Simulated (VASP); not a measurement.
A run of VASP 6.6.1 is set up as follows.

INCAR

```
SYSTEM = TiO2
PREC = Accurate ; ENCUT = 900
EDIFF = 1E-7 ; ISMEAR = 0
SIGMA = 0.02 ; LREAL = .FALSE.
LASPH = .TRUE. ; NELM = 60
ALGO = Normal ; ISIF = 2
LWAVE = .FALSE. ; LCHARG = .TRUE.
GGA = PS ; LELF = .TRUE.
LVHAR = .TRUE.
```

Contents of KPOINTS:

```
regular mesh
0
G
  6 4 4
  0 0 0
```

Contents of POSCAR:

```
TiO2
1.0
    4.5403500000      0.0000000000      0.0000000000
    0.0000000000      5.4956700000      0.0000000000
    0.0000000000      0.0000000000      4.8838300000
Ti O
4 8
Direct
    0.5000000000      0.6745500000      0.7500000000
    0.0000000000      0.8254500000      0.2500000000
    0.5000000000      0.3254500000      0.2500000000
    0.0000000000      0.1745500000      0.7500000000
    0.7282100000      0.6181400000      0.0813500000
    0.2282100000      0.8818600000      0.9186500000
    0.7717900000      0.8818600000      0.5813500000
    0.2717900000      0.6181400000      0.4186500000
    0.7282100000      0.3818600000      0.5813500000
    0.2282100000      0.1181400000      0.4186500000
    0.7717900000      0.1181400000      0.0813500000
    0.2717900000      0.3818600000      0.9186500000
```

Potentials or basis: VASP PAW PBE potentials, release 64 (Ti_sv, O_h).

Run with:

```sh
$ cat potpaw_PBE.64/Ti_sv/POTCAR potpaw_PBE.64/O_h/POTCAR > POTCAR
$ mpirun -np 1 vasp_std > vasp.out
```

Q: What does it give for the largest force?

A: 0.012 eV/Å.

Q: What does it give for the band gap on the k mesh?

A: 2.63 eV, indirect (least direct gap 2.68 eV).

Q: Predict the pressure.

A: -0.4 GPa.

Forces in eV/Å, atoms in the order of the input:
```
Ti   0.000  0.011  0.000
Ti   0.000 -0.011  0.000
Ti   0.000 -0.011  0.000
Ti   0.000  0.011  0.000
O    0.012  0.003  0.000
O    0.012 -0.003  0.000
O   -0.012 -0.003  0.000
O   -0.012  0.003  0.000
O    0.012 -0.003  0.000
O    0.012  0.003  0.000
O   -0.012  0.003  0.000
O   -0.012 -0.003  0.000
```

Caveat: the cutoff is under 1.25 times the usual one of these potentials, so pressure, stress and relaxed cells hold a basis-set (Pulay) error; the PAW data sets were made with another functional, which shifts forces and pressure a little. A k mesh can miss the band edges.
